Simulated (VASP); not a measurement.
CO2:

```
O C
1.0
    -1.97473    1.97473    3.01406
     1.97473   -1.97473    3.01406
     1.97473    1.97473   -3.01406
O C
4 2
Direct
  0.87500 0.95980 0.58480
  0.37500 0.29020 0.41520
  0.04020 0.62500 0.91520
  0.70980 0.12500 0.08480
  0.00000 0.00000 0.00000
  0.75000 0.25000 0.50000
```

The cell comes from a database or a generator and needn't be the stable form of this composition.

| Item | Value |
| --- | --- |
| Program | VASP 6.6.1 |
| Task | relaxation of cell and atoms |
| Functional | r2SCAN |
| Dispersion | D4 |
| Potentials or basis | VASP PAW PBE potentials, release 64 (O, C) |
| Cutoff | 600 eV |
| k mesh | 9 × 9 × 9 |
| Occupations | gaussian, width 0.05 eV |
| Spin | no spin polarisation |

At the start: pressure -7.4 GPa; volume 7.84 Å³/atom.

How do energy, volume and symmetry change on relaxing?

Over 5 steps the energy falls by 6.4 meV/atom and the volume is 7.55 Å³/atom (-3.6 %); space group I-42d (No. 122, to 0.05 Å).

The path:
| step | energy change (eV) | largest force (eV/Å) | pressure (GPa) | volume (Å³) |
| --- | --- | --- | --- | --- |
| 1 | 0.0000 | 0.1533 | -7.40 | 47.01 |
| 2 | 0.0143 | 0.7939 | 9.12 | 44.59 |
| 3 | -0.0277 | 0.2541 | -0.44 | 45.91 |
| 4 | -0.0368 | 0.0999 | -0.25 | 45.53 |
| 5 | -0.0382 | 0.0118 | -0.13 | 45.32 |

Final structure:
```
O C
1.0
    -1.95663    1.95663    2.95918
     1.95663   -1.95663    2.95918
     1.95663    1.95663   -2.95918
O C
4 2
Direct
  0.87500 0.95661 0.58161
  0.37500 0.29339 0.41839
  0.04339 0.62500 0.91839
  0.70661 0.12500 0.08161
  0.00000 0.00000 0.00000
  0.75000 0.25000 0.50000
```

Caveat: the PAW data sets were made with another functional, which shifts forces and pressure a little.
